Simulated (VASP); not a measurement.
Set up this calculation in VASP 6.6.1, as the native input.

* Task: relaxation of cell and atoms
* Functional: PBE
* Potentials or basis: VASP PAW PBE potentials, release 64 (Al)
* Cutoff: 600 eV
* k mesh: 11 × 11 × 11
* Occupations: fermi-dirac, width 0.05 eV
* Spin: no spin polarisation
* Further INCAR settings: ALGO = Normal; EDIFF = 1e-06; IBRION = 2; EDIFFG = -0.005; NSW = 40; ISIF = 3

The structure of Al lies in POSCAR:

```
Al
1.0
    0.0000000000      2.0248050000      2.0248050000
    2.0248050000      0.0000000000      2.0248050000
    2.0248050000      2.0248050000      0.0000000000
Al
1
Direct
    0.0000000000      0.0000000000      0.0000000000
```

One way to write it, as run:

INCAR

```
SYSTEM = Al
PREC = Accurate
ENCUT = 600
EDIFF = 1E-6
ISMEAR = -1
SIGMA = 0.05
LREAL = .False.
LASPH = .True.
NELM = 100
ALGO = Normal
ISIF = 3
LWAVE = .False.
LCHARG = .False.
GGA = PE
IBRION = 2
NSW = 40
EDIFFG = -0.005
```

KPOINTS

```
regular mesh
0
Gamma
  11 11 11
  0 0 0
```

Potentials or basis: VASP PAW PBE potentials, release 64 (Al).

The run is started by

```sh
$ cat potpaw_PBE.64/Al/POTCAR > POTCAR
$ mpirun -np 1 vasp_std > vasp.out
```

Results of the run:

- Relaxed volume: 16.51 Å³/atom
- Relaxed cell: a = 2.858 Å, b = 2.858 Å, c = 2.858 Å, α = 60.00°, β = 60.00°, γ = 60.00°
- Space group after relaxing (to 0.05 Å): Fm-3m (No. 225)
- Energy gained by relaxing: 0.1 meV/atom
- Ionic steps: 3
- Pressure after relaxing: 0.0 GPa
- Band gap on the k mesh: none (metal or under the smearing width)

It took 4.7 s on 1 thread of Intel(R) Xeon(R) Platinum 8488C (Sapphire Rapids) (shared host), peak memory 0.13 GiB.
